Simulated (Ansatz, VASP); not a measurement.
Two plane-wave programs on Pd

Contents of POSCAR:

```
Pd
1.0
    2.5140960172      0.0000000000      0.0000000000
    0.0000000000      2.5140960172      0.0000000000
    0.0000000000      0.0000000000      2.5140960172
Pd
1
Direct
    0.0000000000      0.0000000000      0.0000000000
```

The input INCAR.step1:

```
PREC = Accurate
ENCUT = 600
ISMEAR = -1
SIGMA = 0.1
LREAL = F
LASPH = T
NELM = 100
GGA = PE
ALGO = Normal
EDIFF = 1E-4
LWAVE = T
LCHARG = F
```

File INCAR.step2:

```
PREC = Accurate
ENCUT = 600
EDIFF = 1E-6
ISMEAR = -1
SIGMA = 0.1
LREAL = F
LASPH = T
NELM = 100
ALGO = Normal
ISIF = 3
LWAVE = F
LCHARG = F
METAGGA = R2SCAN
LMIXTAU = T
IBRION = 2
NSW = 80
EDIFFG = -0.01
ISTART = 1
```

File KPOINTS:

```
regular mesh
0
Gamma
  12 12 12
```

Input for Ansatz:

```yaml
crystal:
  lattice:
    - [2.5140960172, 0.0, 0.0]
    - [0.0, 2.5140960172, 0.0]
    - [0.0, 0.0, 2.5140960172]
  atoms:
    - { symbol: Pd, position: [0.0, 0.0, 0.0] }
hamiltonian:
  xc: r2scan
  pseudopotentials:
    kind: paw
    azcp:
      Pd: "pseudopotentials/Pd.paw.azcp"
basis:
  ecutwfc: 500
  fft_grid_basis: typed
kpoints:
  mp_grid: { grid: [12, 12, 12], shift: [0, 0, 0] }
magnetization:
  spin_polarized: false
scf:
  occupations: { method: fermi_dirac, width: 0.1 }
relax:
  max_steps: 60
  f_tol: 0.01
  cell: {}
```

The cell was built by a generator and needn't be a form met in nature.

Alike in both runs: task relaxation of cell and atoms; functional r2SCAN; k mesh 12 × 12 × 12; occupations fermi-dirac, width 0.1 eV; no spin polarisation.

|  | VASP | Ansatz |
| --- | --- | --- |
| version | VASP 6.6.1 | Ansatz 0.2.0 |
| potentials or method | VASP PAW PBE potentials, release 64 (Pd) | plane waves (500 eV) with PAW, scalar-relativistic |
| plane-wave cutoff (eV) | 600 | 500 |
| valence electrons in the cell | 10 | 18 |

|  | VASP | Ansatz | Ansatz less VASP |
| --- | --- | --- | --- |
| relaxed volume (Å³/atom) | 17.40 | 17.35 | -0.054 |
| relaxed cell length with the largest relative difference (Å) | 2.591 | 2.589 | -0.0027 |
| energy change over the relaxation (meV/atom) | -68 | -63 | +5.4 |

The two sets of potentials don't hold the same shells in valence.

Caveats: the PAW data sets were made with another functional, which shifts forces and pressure a little (VASP).
